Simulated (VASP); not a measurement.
# Hf, self-consistent run: which settings are enough?

Hf, slab, 5 atoms in the cell. PBE; PAW potentials Hf_pv (PBE set). VASP 6.6.1. The cell is changed on purpose: last atom moved by 0.05 Å along z.

Wanted: energy within 0.5 meV/atom; forces within 0.003 eV/Å.

What the run is for: forces; Accuracy asked: tight.

POSCAR:
```
Hf
1.0
    3.1966985242      0.0000000000      0.0000000000
   -1.5983492621      2.7684221302      0.0000000000
    0.0000000000      0.0000000000     25.1156000000
Hf
5
Direct
    0.3333333300      0.6666666700      0.2986191800
    0.6666666700      0.3333333300      0.3993095900
    0.3333333300      0.6666666700      0.5000000000
    0.6666666700      0.3333333300      0.6006904100
    0.3333333300      0.6666666700      0.7033716100
```

The series start from Plane-wave cutoff (eV): 290; Smearing width (eV): 0.1; k-point mesh: 11 × 11 × 1; Precision mode (PREC): Accurate; Electronic threshold (eV): 1e-6; Bands in all (NBANDS): 38; Aspherical gradient terms in the spheres (LASPH): yes; Electronic algorithm: ALGO=Normal; Density mixing: defaults; Delay and inner steps: defaults. Each series keeps the choices made before it, and each single choice may use up half of a tolerance.

## Plane-wave cutoff (eV)

| Plane-wave cutoff (eV) | Energy less reference (meV/atom) | Forces, largest deviation (eV/Å) | SCF iterations | Time (s) |
|---|---|---|---|---|
| 220 | 13.46 | 0.0157 | 78 | 77 |
| 250 | 6.51 | 0.0101 | 63 | 70 |
| 290 | 3.93 | 0.0040 | 100 | 132 |
| 330 | 1.87 | 0.0036 | 70 | 128 |
| 400 | 0.72 | 0.0020 | 67 | 186 |
| 500 | 0.09 | 0.0009 | 67 | 218 |
| 550 (reference) | 0.00 | 0.0000 | 65 | 223 |

Chosen: 500, the loosest value from which every tighter one stays within half of the tolerance.

## Smearing width (eV)

| Smearing width (eV) | Energy less reference (meV/atom) | Forces, largest deviation (eV/Å) | SCF iterations | Time (s) |
|---|---|---|---|---|
| 0.4 | 1.75 | 0.0337 | 59 | 191 |
| 0.3 | 1.84 | 0.0095 | 75 | 249 |
| 0.2 | 1.05 | 0.0236 | 72 | 230 |
| 0.15 | 0.56 | 0.0259 | 59 | 191 |
| 0.1 | 0.19 | 0.0144 | 67 | 218 |
| 0.05 (reference) | 0.00 | 0.0000 | 63 | 198 |

Chosen: 0.05; the next looser run is off by more than half of the tolerance, so convergence isn't shown beyond this value.

## k-point mesh

| k-point mesh | Energy less reference (meV/atom) | Forces, largest deviation (eV/Å) | SCF iterations | Time (s) |
|---|---|---|---|---|
| 4 × 4 × 1 | -8.45 | 0.2025 | 54 | 62 |
| 6 × 6 × 1 | 14.61 | 0.0823 | 79 | 144 |
| 7 × 7 × 1 | 2.77 | 0.0492 | 79 | 149 |
| 9 × 9 × 1 | 5.75 | 0.0591 | 85 | 212 |
| 11 × 11 × 1 | -2.94 | 0.0369 | 63 | 198 |
| 13 × 13 × 1 | 0.75 | 0.0125 | 81 | 359 |
| 16 × 16 × 1 (reference) | 0.00 | 0.0000 | 78 | 455 |

Chosen: 16 × 16 × 1; the next looser run is off by more than half of the tolerance, so convergence isn't shown beyond this value.

## Precision mode (PREC)

| Precision mode (PREC) | Energy less reference (meV/atom) | Forces, largest deviation (eV/Å) | SCF iterations | Time (s) |
|---|---|---|---|---|
| Low | 0.02 | 0.0019 | 66 | 192 |
| SingleN | 0.02 | 0.0019 | 66 | 193 |
| Normal | -0.01 | 0.0008 | 84 | 253 |
| Accurate (reference) | 0.00 | 0.0000 | 78 | 455 |

Chosen: Normal.

## Electronic threshold (eV)

| Electronic threshold (eV) | Energy less reference (meV/atom) | Forces, largest deviation (eV/Å) | SCF iterations | Time (s) |
|---|---|---|---|---|
| 0.001 | -1.05 | 0.0535 | 61 | 177 |
| 0.0001 | -0.27 | 0.0208 | 60 | 180 |
| 1e-5 | 0.00 | 0.0016 | 82 | 241 |
| 1e-6 | 0.00 | 0.0004 | 84 | 253 |
| 1e-7 | 0.00 | 0.0000 | 95 | 314 |
| 1e-8 (reference) | 0.00 | 0.0000 | 97 | 312 |

Chosen: 1e-6.

## Bands in all (NBANDS)

| Bands in all (NBANDS) | Energy less reference (meV/atom) | Forces, largest deviation (eV/Å) | SCF iterations | Time (s) |
|---|---|---|---|---|
| 26 | 0.00 | 0.0021 | 74 | 177 |
| 27 | 0.00 | 0.0008 | 90 | 208 |
| 29 | 0.00 | 0.0015 | 71 | 171 |
| 31 | 0.00 | 0.0011 | 59 | 143 |
| 38 | 0.00 | 0.0009 | 84 | 253 |
| 51 (reference) | 0.00 | 0.0000 | 66 | 234 |

Chosen: 31.

## All choices together

| Input | Energy less reference (meV/atom) | Forces, largest deviation (eV/Å) | Time (s) |
|---|---|---|---|
| the program's defaults (naive) | -3.01 | 0.1476 | 6.6 |
| chosen settings | 0.08 | 0.0009 | 143 |
| reference settings throughout | 0.00 | 0.0000 | 493 |

The chosen settings stay within the tolerance of the reference run, but the reference itself isn't shown to be converged in: Smearing width (eV), k-point mesh.

## The input

INCAR:
```
GGA      = PE             # functional
LDIPOL   = True         
IDIPOL   = 3            
DIPOL    = 0.5 0.5 0.500
ISMEAR   = 1              # smearing method
SIGMA    = 0.05           # smearing width, eV
LWAVE    = False          # write WAVECAR
LCHARG   = False          # write CHGCAR
ISIF     = 0              # what is computed and relaxed
PREC     = Normal         # precision mode
LASPH    = True           # aspherical terms in the spheres
LREAL    = False          # projectors in reciprocal space
ALGO     = Normal         # electronic algorithm
EDIFF    = 1E-6           # SCF threshold, eV
NELM     = 120            # most SCF steps
GGA_COMPAT= False        
ENCUT    = 500            # plane-wave cutoff, eV
KPAR     = 2            
NBANDS   = 31             # bands
```

KPOINTS:
```
Automatic mesh
0
Gamma
  16 16 1
  0 0 0
```

Commands:
```
cat potpaw_PBE.64/Hf_pv/POTCAR > POTCAR
mpirun -np 2 vasp_std > vasp.out
```

The chosen input took VASP 6.6.1 143 s on 2 cores (AMD EPYC 9R45 (Zen 5)), a shared host.

## An input that fails: damping step far too long

The electronic loop stops at its limit of 100 steps.

Changes against the starting input:
```
- ALGO = Normal
- NELM = 120
+ ALGO = Damped
+ NELM = 100
+ TIME = 4.0
```
